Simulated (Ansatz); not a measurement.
LiI:
```
LiI
1.0
    0.00000     2.90221     2.90221
    2.90221     0.00000     2.90221
    2.90221     2.90221     0.00000
Li I
1 1
Cartesian
  0.00000   0.00000   0.00000
  2.90221   2.90221   2.90221
```

Relaxed with LDA. Special points in fractions of this cell's reciprocal vectors: Γ (0.000, 0.000, 0.000); X (0.500, 0.000, 0.500); U (0.625, 0.250, 0.625); K (0.375, 0.375, 0.750); L (0.500, 0.500, 0.500); W (0.500, 0.250, 0.750).

Problem. List the band energies nearest the valence-band maximum at these points for LDA in the plane-wave PAW code Ansatz.

Solution. In eV from the valence-band maximum; about four levels below and three above (degenerate sets whole), none deeper than 8.9 eV; points with the same levels are listed once.

```
k              below                  above
-  -----------------  ---------------------
Γ  -0.02 -0.02 -0.02    4.49 8.25 8.25 8.25
X  -3.48 -1.48 -1.48  4.29 5.08 10.73 10.73
U  -3.05 -2.36 -1.14         4.72 7.11 8.46
L  -3.52 -0.34 -0.34         4.39 6.01 6.01
W  -2.67 -2.67 -1.54    6.28 6.68 8.02 8.02
```

Space group Fm-3m (rock salt). Symmetry was held in the LDA relaxation; phonons on a q-mesh show no instability. Spin–orbit coupling is left out wherever it is not named.

Potentials: the later of the program's two PAW sets.
